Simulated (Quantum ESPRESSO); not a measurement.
Runs of Quantum ESPRESSO 7.5 on Ga. The cell holds a slab with vacuum, 6 atoms: a = 2.766 Å, b = 3.332 Å, c = 24.970 Å, α = 90.00°, β = 90.00°, γ = 87.98°. The slab is cut from a database's or a generator's crystal, which needn't be the stable form of the element.

```csv
smearing,gap on the mesh (eV),largest force (eV/Å),work function (eV)
cold 0.025 eV,none,0.34,4.31
cold 0.2 eV,none,0.35,(a)
cold 0.05 eV,none,0.35,4.30
cold 0.1 eV,none,0.37,4.28
cold 0.01 eV,none,0.34,4.31
```

Alike in all rows: task work function; level PBE; potentials or basis PseudoDojo 0.4.1 SR PBE standard; no spin polarisation; cell as given; k mesh 5 × 4 × 1; cutoff (eV) 1088; the mesh is coarse, so values aren't converged.

Task: Fill in the values left out.

Result: (a) 4.29.

Caveats: all runs use coarse meshes.

A k mesh can miss the band edges, and the runs leave out spin-orbit coupling on Ga.

A gap of «none» marks a metal or a gap under the smearing width.
